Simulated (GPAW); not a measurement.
Crystal: GaSb.

```
Sb Ga
1.0
     0.00000    3.05900    3.05900
     3.05900    0.00000    3.05900
     3.05900    3.05900    0.00000
Sb Ga
1 1
Direct
  0.75000 0.75000 0.75000
  0.00000 0.00000 0.00000
```

* Program: GPAW 26.7.0
* Task: relaxation of cell and atoms
* Functional: PBEsol
* Dispersion: D4
* Potentials or basis: PAW data sets generated in the run's folder for this functional
* Cutoff: 600 eV
* Basis: pw
* k mesh: 8 × 8 × 8
* Occupations: fermi-dirac, width 0.05 eV
* Spin: no spin polarisation

At the start: pressure -1.4 GPa; volume 28.62 Å³/atom.

Problem. Where does the relaxation end?

Solution. Over 3 steps the energy falls by 3.5 meV/atom and the volume is 27.83 Å³/atom (-2.8 %); space group F-43m (No. 216, to 0.05 Å).

Step by step:
| step | energy change (eV) | largest force (eV/Å) | pressure (GPa) | volume (Å³) |
| --- | --- | --- | --- | --- |
| 1 | 0.0000 | 0.0000 | -1.41 | 57.25 |
| 2 | -0.0024 | 0.0000 | -1.15 | 56.94 |
| 3 | -0.0069 | 0.0000 | 0.06 | 55.65 |

Final structure:
```
CELL_PARAMETERS angstrom
0.00000 3.03033 3.03033
3.03033 0.00000 3.03033
3.03033 3.03033 0.00000
ATOMIC_POSITIONS crystal
Sb 0.75000 0.75000 0.75000
Ga 0.00000 0.00000 0.00000
```

Caveat: later steps reuse the first step's grids.
